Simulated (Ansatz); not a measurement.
Os under changes of volume

One of the cells (14.716 Å³/atom); the others are scaled copies at fixed shape and fractional positions:

```xyz
1
Lattice="0.0000 1.9450 1.9450 1.9450 0.0000 1.9450 1.9450 1.9450 0.0000" Properties=species:S:1:pos:R:3 pbc="T T T"
Os    0.0000    0.0000    0.0000
```

This isn't the form of Os at room conditions, which is hcp.

```yaml
Program: Ansatz 0.2.0
Functional: PBE
Potentials_or_basis: all-electron LAPW, scalar-relativistic
Cutoff: 296 eV (chosen from the basis error)
Basis_error_allowed: 0.0005 eV/atom
k_mesh: 12 × 12 × 12
Occupations: fermi-dirac, width 0.05 eV
Spin: no spin polarisation
```

| volume (Å³/atom) | energy over the lowest point (meV/atom) | pressure (GPa) |
| --- | --- | --- |
| 13.833 | 20.40 | 14.6 |
| 14.127 | 2.24 | 5.4 |
| 14.422 | 0.00 | -2.7 |
| 14.716 | 11.89 | -10.0 |
| 15.010 | ? | ? |
| 15.305 | 71.87 | -22.1 |
| 15.599 | 117.25 | -27.1 |

Task: What does the run at 15.010 Å³/atom give?

Result: Energy over the lowest point 36.32 meV/atom; pressure -16.4 GPa.

Worked out: A Birch-Murnaghan fit of order 3 (a polynomial in V^(-2/3)) to the other rows has its minimum at 14.32 Å³/atom with B0 = V·E''(V) = 390 GPa and B' = 4.8. It gives 36.26 meV/atom at 15.010 Å³/atom, against the run's 36.32, and -dE/dV = -16.4 GPa, against -16.4.

Energies are extrapolated to zero smearing.

The runs don't all hold the same shells in valence.
